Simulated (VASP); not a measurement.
The system is MnS.

```xyz
4
Lattice="0.0000 2.8000 2.8000 5.6000 2.8000 2.8000 5.6000 5.6000 0.0000" Properties=species:S:1:pos:R:3 pbc="T T T"
Mn    0.0000    0.0000    0.0000
Mn    2.8000    2.8000    0.0000
S     4.2000    4.2000    4.2000
S     7.0000    7.0000    4.2000
```

Base run:

- Program: VASP 6.6.1
- Functional: PBEsol
- Potentials or basis: VASP PAW PBE potentials, release 64 (Mn_pv, S)
- Cutoff: 520 eV
- k mesh: 7 × 7 × 6
- Occupations: gaussian, width 0.05 eV
- Spin: collinear spin, ferromagnetic start
- Starting moments: [4.0, 4.0, 0.0, 0.0] μB
- Hubbard terms: Mn d U = 4 eV

Its results: band gap on the k mesh 1.03 eV; pressure 2.5 GPa; net moment 10.00 μB per cell; site moments Mn +4.57; S +0.02 μB.

Task: The run is repeated on the same cell with these changes: spin from collinear spin, ferromagnetic start to collinear spin, antiferromagnetic start; moments at the start from [4.0, 4.0, 0.0, 0.0] to [4.0, -4.0, 0.0, 0.0]. What comes out?

Result: Band gap on the k mesh 2.64 eV; pressure 0.4 GPa; net moment 0.00 μB per cell; site moments Mn +4.48, -4.48; S +0.00 μB.

Caveats: the PAW data sets were made with another functional, which shifts forces and pressure a little; an odd mesh through Γ misses points on the zone boundary, where band edges often lie.
